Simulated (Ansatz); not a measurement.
A run of Ansatz 0.2.0:

input.yaml

```yaml
crystal:
  lattice:
    - [3.169, 0.0, 0.0]
    - [-1.5845, 2.7444345046, 0.0]
    - [0.0, 0.0, 12.324]
  atoms:
    - { symbol: Mo, position: [0.6666666667, 0.3333333333, 0.75] }
    - { symbol: Mo, position: [0.3333333333, 0.6666666667, 0.25] }
    - { symbol: S, position: [0.6666666667, 0.3333333333, 0.377] }
    - { symbol: S, position: [0.3333333333, 0.6666666667, 0.877] }
    - { symbol: S, position: [0.6666666667, 0.3333333333, 0.123] }
    - { symbol: S, position: [0.3333333333, 0.6666666667, 0.623] }
hamiltonian:
  xc: r2scan
  pseudopotentials: { kind: paw }
kpoints:
  mp_grid: { grid: [10, 10, 3] }
  band_path:
    path:
      - [[0.0, 0.0, 0.0], [0.5, 0.0, 0.0], [0.3333333333, 0.3333333333, 0.0], [0.0, 0.0, 0.0], [0.0, 0.0, 0.5], [0.5, 0.0, 0.5], [0.3333333333, 0.3333333333, 0.5], [0.0, 0.0, 0.5]]
      - [[0.5, 0.0, 0.5], [0.5, 0.0, 0.0]]
      - [[0.3333333333, 0.3333333333, 0.0], [0.3333333333, 0.3333333333, 0.5]]
    npoints: 14
scf:
  occupations: { method: fermi_dirac, width: 0.05 }
  n_extra_bands: 15
output:
  forces: true
  stress: true
  eigenvalues: true
  fatbands: false
```

Potentials or basis: Ansatz PAW.

Command:

```sh
$ ansatz run input.yaml --threads 2 --pin off --max-ram 5632MiB --backend cpu --events-out ev --progress --plain --runs-dir out
```

Hardware: 2 threads of Arm Neoverse V2, with other jobs on the host.

Task: Estimate the wall time of this run.

Result: Run time: 22 s on 2 threads of Arm Neoverse V2 (shared host), peak memory 0.7 GiB. Counts: scf iterations 7, plane waves 2739, k points 28, bands 41.
